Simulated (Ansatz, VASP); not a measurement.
**Lu: VASP beside Ansatz**

The input INCAR:

```
PREC = Accurate
ENCUT = 600
EDIFF = 1E-6
ISMEAR = -1
SIGMA = 0.1
LREAL = F
LASPH = T
NELM = 100
ALGO = Normal
ISIF = 3
LWAVE = F
LCHARG = F
GGA = CA
IBRION = 2
NSW = 80
EDIFFG = -0.01
```

The input KPOINTS:

```
regular mesh
0
Gamma
  11 11 11
```

Contents of POSCAR:

```
Lu
1.0
    0.0000000000      2.4523337552      2.4523337552
    2.4523337552      0.0000000000      2.4523337552
    2.4523337552      2.4523337552      0.0000000000
Lu
1
Direct
    0.0000000000      0.0000000000      0.0000000000
```

Input for Ansatz:

```yaml
crystal:
  lattice:
    - [0.0, 2.4523337552, 2.4523337552]
    - [2.4523337552, 0.0, 2.4523337552]
    - [2.4523337552, 2.4523337552, 0.0]
  atoms:
    - { symbol: Lu, position: [0.0, 0.0, 0.0] }
hamiltonian:
  xc: lda
  pseudopotentials:
    kind: paw
    azcp:
      Lu: "pseudopotentials/Lu.paw.azcp"
basis:
  ecutwfc: 420
  fft_grid_basis: typed
kpoints:
  mp_grid: { grid: [11, 11, 11], shift: [0, 0, 0] }
magnetization:
  spin_polarized: false
scf:
  occupations: { method: fermi_dirac, width: 0.1 }
relax:
  max_steps: 60
  f_tol: 0.01
  cell: {}
```

The cell was built by a generator and needn't be a form met in nature.

Alike in both runs: task relaxation of cell and atoms; functional LDA; k mesh 11 × 11 × 11; occupations fermi-dirac, width 0.1 eV; no spin polarisation.

```csv
,VASP,Ansatz
version,VASP 6.6.1,Ansatz 0.2.0
potentials or method,"VASP PAW PBE potentials, release 64 (Lu)","plane waves (420 eV) with PAW, scalar-relativistic"
plane-wave cutoff (eV),600,420
valence electrons in the cell,25,25
```

VASP gave:

* relaxed volume (Å³/atom): 25.79
* relaxed cell length with the largest relative difference (Å): 3.316
* energy change over the relaxation (meV/atom): -71

Problem. Estimate Ansatz's values.

Solution. Relaxed volume (Å³/atom): 25.62; relaxed cell length with the largest relative difference (Å): 3.309; energy change over the relaxation (meV/atom): -77.

Ansatz warned: «pseudo_functional_mismatch».

Caveats: the PAW data sets were made with another functional, which shifts forces and pressure a little (VASP). Spin-orbit coupling is left out, which matters for the levels of Lu.
